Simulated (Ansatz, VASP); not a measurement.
# Ta: VASP beside Ansatz

```
CELL_PARAMETERS angstrom
2.88672 0.00000 0.00000
-1.44336 2.49998 0.00000
0.00000 0.00000 2.73897
ATOMIC_POSITIONS crystal
Ta 0.00000 0.00000 0.00000
```

Alike in both runs: functional PBE; k mesh 24 × 24 × 20; occupations gaussian, width 0.1 eV; no spin polarisation.

Ansatz relaxed the structure, and its values are those at the end. VASP's run is a single point on that final structure, the one shown.

|  | VASP | Ansatz |
| --- | --- | --- |
| version | VASP 6.6.1 | Ansatz 0.2.0 |
| potentials or method | VASP PAW PBE potentials, release 64 (Ta_pv) | scalar-relativistic, plane waves, PAW |
| plane-wave cutoff (eV) | 520 | 420 |
| valence electrons in the cell | 11 | 13 |

Ansatz gave:

| Quantity | Value |
| --- | --- |
| gap on the k mesh at the Fermi level (eV) | none |
| pressure (GPa) | 0.0 |

**Question.** Which values does VASP return?

**Answer.** gap on the k mesh at the Fermi level (eV): none; pressure (GPa): 0.1.

A gap of «none» marks a metal or a gap that the smearing closes. The two sets of potentials don't hold the same shells in valence.

Spin-orbit coupling is left out, which matters for the levels of Ta.
